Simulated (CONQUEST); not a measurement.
The system is CdSe (Cadmoselite).

```xyz
8
Lattice="4.3000 0.0000 0.0000 0.0000 7.0200 0.0000 0.0000 0.0000 7.4478" Properties=species:S:1:pos:R:3 pbc="T T T"
Cd    2.1404    3.5110    6.2088
Cd    4.2904    3.5110    2.4849
Cd    0.0446    0.0033    4.9866
Cd    2.1946    0.0033    1.2627
Se    2.1087    6.1770    6.2343
Se    4.2587    6.1770    2.5104
Se    2.1442    2.6964    1.2187
Se    4.2942    2.6964    4.9427
```

The cell isn't the ideal one: atoms moved at random, drawn with an rms of 0.05 Å.

Base run:

```yaml
Program: CONQUEST 1.3
Functional: PBE
Potentials_or_basis: PseudoDojo NC PBE, SZ, grid cutoff 120 Ha
k_mesh: 6 × 4 × 4
Occupations: fermi-dirac, width 0.05 eV
Spin: no spin polarisation
```

Its results: band gap on the k mesh 0.20 eV; pressure 9.3 GPa; largest force 0.711 eV/Å.

Problem. The run is repeated on the same cell with these changes: potentials or basis from PseudoDojo NC PBE, SZ, grid cutoff 120 Ha to PseudoDojo NC PBE, DZP, multi-site functions of range 10 bohr, grid cutoff 120 Ha. What comes out?

Solution. Band gap on the k mesh 0.82 eV; pressure 4.1 GPa; largest force 0.586 eV/Å.

Caveats: the basis of atomic orbitals isn't converged, which shifts pressures, moduli and gaps; the atomic basis is small (some runs); multi-site functions contract the basis, which raises the energy a little and makes forces and stress less exact (some runs).

A k mesh can miss the band edges.
